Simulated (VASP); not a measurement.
## HfC: single point with PBE

The system is HfC.

```
Hf C
1.0
     0.00000    2.32500    2.32500
     2.32500    0.00000    2.32500
     2.32500    2.32500    0.00000
Hf C
1 1
Direct
  0.50000 0.50000 0.50000
  0.08330 0.90649 0.07680
```

The cell isn't the ideal one: one atom moved.

```json
{
 "Program": "VASP 6.6.1",
 "Task": "single point",
 "Functional": "PBE",
 "Potentials or basis": "VASP PAW PBE potentials, release 64 (Hf_pv, C)",
 "Cutoff": "520 eV",
 "k mesh": "14 × 14 × 14",
 "Occupations": "gaussian, width 0.1 eV",
 "Spin": "no spin polarisation"
}
```

- Pressure: 14.2 GPa
- Largest force: 4.736 eV/Å
- Band gap on the k mesh: none (metal or under the smearing width)

Forces on the atoms (eV/Å):
```
Hf  -0.151  4.733 -0.090
C    0.151 -4.733  0.090
```

Stress tensor (GPa, compression positive):
```
-1.65  1.28 -0.11
 1.28 46.28  0.78
-0.11  0.78 -1.96
```

Levels at points of the mesh, in eV from the Fermi level:
```tsv
k point	band 3	band 4	band 5	band 6	band 7	band 8	band 9	band 10	band 11	band 12
(0.00, 0.00, 0.00)	-29.41	-12.10	-0.87	-0.85	-0.53	1.55	3.46	3.93	4.03	6.07
(0.50, 0.00, 0.00)	-29.49	-8.62	-5.80	-2.81	-2.60	4.69	5.48	5.76	6.74	9.60
(0.00, 0.50, 0.00)	-29.49	-8.66	-5.76	-2.85	-2.69	4.75	5.63	5.70	6.86	9.73
(0.00, 0.00, 0.50)	-29.49	-8.59	-5.82	-2.78	-2.55	4.66	5.46	5.74	6.67	9.51
(0.50, 0.50, 0.50)	-29.49	-8.55	-5.86	-2.73	-2.48	4.60	5.53	5.61	6.59	9.36
(0.50, 0.50, 0.00)	-29.64	-10.11	-3.21	-2.50	-0.25	2.04	6.09	6.78	6.82	7.92
(0.00, 0.50, 0.50)	-29.64	-10.11	-3.21	-2.50	-0.24	2.02	6.09	6.78	6.81	7.93
(0.50, 0.00, 0.50)	-29.65	-10.06	-2.08	-1.73	0.01	0.07	5.57	6.09	6.77	6.78
```

Wall time 3.8 min on 1 thread of Intel(R) Xeon(R) Platinum 8488C (Sapphire Rapids), with other jobs on the host, peak memory 0.58 GiB.

Caveat: forces of over 1 eV/Å show positions far from the minimum, so gaps and moduli don't describe the material at rest. Spin-orbit coupling is left out, which matters for the levels of Hf.
